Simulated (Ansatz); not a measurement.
CsCl:
```xyz
2
Lattice="3.9694 0.0000 0.0000 0.0000 3.9694 0.0000 0.0000 0.0000 3.9694" Properties=species:S:1:pos:R:3 pbc="T T T"
Cs     0.0000     0.0000     0.0000
Cl     1.9847     1.9847     1.9847
```

Tensor components refer to the Cartesian frame of this cell.

Give the high-frequency dielectric tensor and the Born effective charge tensors of the independent atoms from DFPT, LDA in the plane-wave PAW code Ansatz.


ε∞:
```
3.16  0.00  0.00
0.00  3.16  0.00
0.00  0.00  3.16
```
Z* of atom 1 (Cs), rows: field, columns: displacement, in e:
```
1.35  0.00  0.00
0.00  1.35  0.00
0.00  0.00  1.35
```
Z* of atom 2 (Cl), rows: field, columns: displacement, in e:
```
-1.35   0.00   0.00
 0.00  -1.35   0.00
 0.00   0.00  -1.35
```

Space group Pm-3m (CsCl type). Symmetry was held in the LDA relaxation. Spin–orbit coupling is left out wherever it is not named.

Potentials: the earlier of the program's two PAW sets. The files were generated under PBE; for other functionals the program regenerates the frozen cores, and for LDA and PBEsol the local potential too.
